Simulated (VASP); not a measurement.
Here is a VASP 6.6.1 calculation.

run.py

```python
from ase.calculators.vasp import Vasp
from ase.dft.bandgap import bandgap
from ase.io import read

atoms = read('ZnO.cif', primitive_cell=True, subtrans_included=False)
calc = Vasp(
    directory='calc',
    xc='rpbe',
    pp='PBE',
    setups='recommended',
    pp_version='54',
    prec='Accurate',
    encut=520,
    ediff=1e-07,
    ismear=0,
    sigma=0.02,
    lreal=False,
    lasph=True,
    nelm=80,
    algo='Fast',
    isif=2,
    lwave=False,
    lcharg=False,
    kpts=[9, 9, 4],
    gamma=True,
)
atoms.calc = calc

print('energy (eV):', atoms.get_potential_energy())
print('free energy (eV):', atoms.get_potential_energy(force_consistent=True))
print('forces (eV/A):')
print(atoms.get_forces())
print('stress (eV/A^3, Voigt):', atoms.get_stress())
print('Fermi level (eV):', calc.get_fermi_level())
gap, top, bottom = bandgap(calc)
print('band gap (eV):', gap, 'from (spin, k, band)', top, 'to', bottom)
```

The input ZnO.cif:

```cif
data_ZnO
_cell_length_a 3.28796716
_cell_length_b 3.28796716
_cell_length_c 7.13044135
_cell_angle_alpha 90.00000000
_cell_angle_beta 90.00000000
_cell_angle_gamma 120.00000000
_space_group_name_H-M_alt 'P6_3/mmc'
_space_group_name_Hall '-P 6c 2c'
_space_group_IT_number 194
loop_
_space_group_symop_operation_xyz
'x,y,z'
'-x,-y,-z'
'x-y,x,z+1/2'
'-x+y,-x,-z+1/2'
'-y,x-y,z'
'y,-x+y,-z'
'-x,-y,z+1/2'
'x,y,-z+1/2'
'-x+y,-x,z'
'x-y,x,-z'
'y,-x+y,z+1/2'
'-y,x-y,-z+1/2'
'-y,-x,-z+1/2'
'y,x,z+1/2'
'-x,-x+y,-z'
'x,x-y,z'
'-x+y,y,-z+1/2'
'x-y,-y,z+1/2'
'y,x,-z'
'-y,-x,z'
'x,x-y,-z+1/2'
'-x,-x+y,z+1/2'
'x-y,-y,-z'
'-x+y,y,z'
loop_
_atom_site_label
_atom_site_type_symbol
_atom_site_symmetry_multiplicity
_atom_site_Wyckoff_symbol
_atom_site_fract_x
_atom_site_fract_y
_atom_site_fract_z
_atom_site_occupancy
Zn1 Zn 2 b 0.0000000000 0.0000000000 0.2500000000 1
O1 O 2 c 0.6666666667 0.3333333333 0.7500000000 1
```

Potentials or basis: VASP PAW PBE potentials, release 54 (Zn, O).

Command:

```console
$ python run.py
```

**Question.** Predict the band gap on the k mesh.

**Answer.** 0.94 eV, direct.

**Question.** Predict the pressure.

**Answer.** 3.2 GPa.

Stress tensor (GPa, compression positive):
```
3.97 0.00 0.00
0.00 3.97 0.00
0.00 0.00 1.55
```

Caveat: the PAW data sets were made with another functional, which shifts forces and pressure a little; an odd mesh through Γ misses points on the zone boundary, where band edges often lie.
